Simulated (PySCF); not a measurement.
Unrelated species, one level of theory. Theory: TDDFT CAM-B3LYP/aug-cc-pVTZ, vertical, gas phase, core orbitals frozen in the response (PySCF). Geometries: PBE0-D3(BJ)/def2-TZVP; one conformer of each isolated species. Triplets are in the Tamm–Dancoff approximation.

**Question.** Rank by computed HOMO energy, lowest first.
A. ethyl formate, `CCOC=O`
B. methyl acetate, `COC(C)=O`
C. propanoic acid, `CCC(=O)O`
D. ethylene glycol, `OCCO`
E. cyanoacetylene, `C#CC#N`

**Answer.** E (-10.37 eV), A (-9.80 eV), C (-9.66 eV), B (-9.52 eV), D (-9.34 eV).

| SMILES | HOMO (eV) | f (S1) | α (au) | gap (eV) | T1 (eV) | S1 mainly |
| --- | --- | --- | --- | --- | --- | --- |
| C#CC#N | -10.37 | 0.000 | 40.3 | 9.82 | 4.27 | H-1/H→L/L+1 (≥91%) |
| CCOC=O | -9.80 | 0.002 | 45.6 | 10.06 | 5.36 | H→L+4 (77%) |
| CCC(=O)O | -9.66 | 0.000 | 45.5 | 9.83 | 5.48 | H→L+5 (48%) |
| COC(C)=O | -9.52 | 0.001 | 45.7 | 9.75 | 5.48 | H→L+7 (67%) |
| OCCO | -9.34 | 0.002 | 37.6 | 9.43 | 6.50 | H-1→L (66%) |

H and L stand for HOMO and LUMO. A slash joins orbitals within 0.01 eV of each other, whose weights are summed (≥ marks a lower bound).
